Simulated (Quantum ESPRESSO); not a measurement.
## PtS2 under changes of volume

One of the cells (18.261 Å³/atom); the others are scaled copies at fixed shape and fractional positions:

```
Pt S
1.0
     3.54320    0.00000    0.00000
    -1.77160    3.06850    0.00000
     0.00000    0.00000    5.03880
Pt S
1 2
Cartesian
  0.0000 0.0000 0.0000
  1.7716 1.0228 3.8950
  0.0000 2.0457 1.1438
```

* Program: Quantum ESPRESSO 7.5
* Functional: PBE
* Potentials or basis: PseudoDojo 0.4.1 SR PBE standard
* Cutoff: 1143 eV
* Density cutoff: 4572 eV
* k mesh: 9 × 9 × 5
* Occupations: fermi-dirac, width 0.05 eV
* Spin: no spin polarisation

```tsv
volume (Å³/atom)	energy over the lowest point (meV/atom)	pressure (GPa)	gap on the mesh (eV)	largest force (eV/Å)
17.165	163.84	23.9	1.08	2.299
17.531	114.75	19.3	1.06	1.918
17.896	?	?	?	?
18.261	45.47	11.4	1.01	1.242
18.626	23.35	8.1	0.99	0.944
18.992	8.44	5.1	0.97	0.668
19.357	0.00	2.4	0.95	0.414
```

Q: What does the run at 17.896 Å³/atom give?

A: Energy over the lowest point 75.63 meV/atom; pressure 15.1 GPa; gap on the mesh 1.03 eV; largest force 1.566 eV/Å.

Worked out: A Birch-Murnaghan fit of order 3 (a polynomial in V^(-2/3)) to the other rows has its minimum at 19.71 Å³/atom, just outside them, with B0 = V·E''(V) = 126 GPa and B' = 4.6 at fixed shape and positions, which overstates the stiffness. It gives 75.66 meV/atom at 17.896 Å³/atom, against the run's 75.63, and -dE/dV = 15.1 GPa, against 15.1. A straight line through the other rows of the gap, of slope -1.1 eV per unit of ln V, gives 1.03 eV, against the run's 1.03.

Energies are extrapolated to zero smearing.

Caveats: spin-orbit coupling is left out, which moves the levels of the heavy elements; an odd mesh through Γ misses points on the zone boundary, where band edges often lie; forces of over 1 eV/Å show positions far from the minimum, so gaps and moduli don't describe the material at rest (some runs).
